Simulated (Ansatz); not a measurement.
HfC:

```
CELL_PARAMETERS angstrom
0.00000 2.32500 2.32500
2.32500 0.00000 2.32500
2.32500 2.32500 0.00000
ATOMIC_POSITIONS crystal
Hf 0.50000 0.50000 0.50000
C 0.00000 0.00000 0.00000
```

```yaml
Program: Ansatz 0.2.0
Task: relaxation of cell and atoms
Functional: LDA
Potentials_or_basis: all-electron LAPW, scalar-relativistic
Basis_error_allowed: 0.001 eV/atom
k_mesh: 10 × 10 × 10
Occupations: fermi-dirac, width 0.05 eV
Spin: no spin polarisation
```

At the start: volume 12.57 Å³/atom.

Task: How do energy, volume and symmetry change on relaxing?

Result: Over 5 steps the energy falls by 23.4 meV/atom and the volume is 11.96 Å³/atom (-4.8 %); space group Fm-3m (No. 225, to 0.05 Å).

The path:
```tsv
step	energy change (eV)	largest force (eV/Å)	volume (Å³)
1	0.0000	0.0000	25.14
2	-0.0165	0.0000	23.00
3	-0.0467	0.0000	23.98
4	-0.0468	0.0000	23.92
5	-0.0468	0.0000	23.92
```

Final structure:
```cif
data_structure
_symmetry_space_group_name_H-M 'P 1'
_symmetry_Int_Tables_number 1
_cell_length_a 3.2341
_cell_length_b 3.2341
_cell_length_c 3.2341
_cell_angle_alpha 60.000
_cell_angle_beta 60.000
_cell_angle_gamma 60.000
_cell_volume 23.92
loop_
_atom_site_label
_atom_site_type_symbol
_atom_site_fract_x
_atom_site_fract_y
_atom_site_fract_z
_atom_site_occupancy
Hf1 Hf 0.50000 0.50000 0.50000 1
C1 C 0.00000 0.00000 0.00000 1
```
